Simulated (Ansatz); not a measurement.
Crystal: Pb.

```
Pb
1.0
     0.00000    3.43900    3.43900
     3.43900    0.00000    3.43900
     3.43900    3.43900    0.00000
Pb
2
Direct
  0.25000 0.25000 0.25000
  0.00000 0.00000 0.00000
```

This isn't the form of Pb at room conditions, which is fcc.

- Program: Ansatz 0.2.0
- Task: relaxation of cell and atoms
- Functional: PBE
- Dispersion: D4
- Potentials or basis: Ansatz PAW
- Cutoff: 420 eV (not typed: the program's choice for these potentials)
- k mesh: 7 × 7 × 7
- Occupations: fermi-dirac, width 0.05 eV
- Spin: no spin polarisation

At the start: volume 40.67 Å³/atom.

Problem. How do energy, volume and symmetry change on relaxing?

Solution. It ends after 4 steps and the volume is 42.10 Å³/atom (+3.5 %); space group Fd-3m (No. 227, to 0.05 Å).

The path:
```
step  energy change (eV)  largest force (eV/Å)  volume (Å³)
   1              0.0000                0.0000        81.34
   2             -0.0082                0.0000        84.53
   3             -0.0084                0.0000        84.19
   4             -0.0087                0.0000        84.19
```

Final structure:
```
CELL_PARAMETERS angstrom
0.00000 3.47866 3.47866
3.47866 0.00000 3.47866
3.47866 3.47866 0.00000
ATOMIC_POSITIONS crystal
Pb 0.25000 0.25000 0.25000
Pb 0.00000 0.00000 0.00000
```

Caveat: the plane-wave basis is chosen anew once the cell has moved, so the energies of steps on either side of that aren't comparable; pairwise dispersion overbinds metals, which lowers pressure and volume.
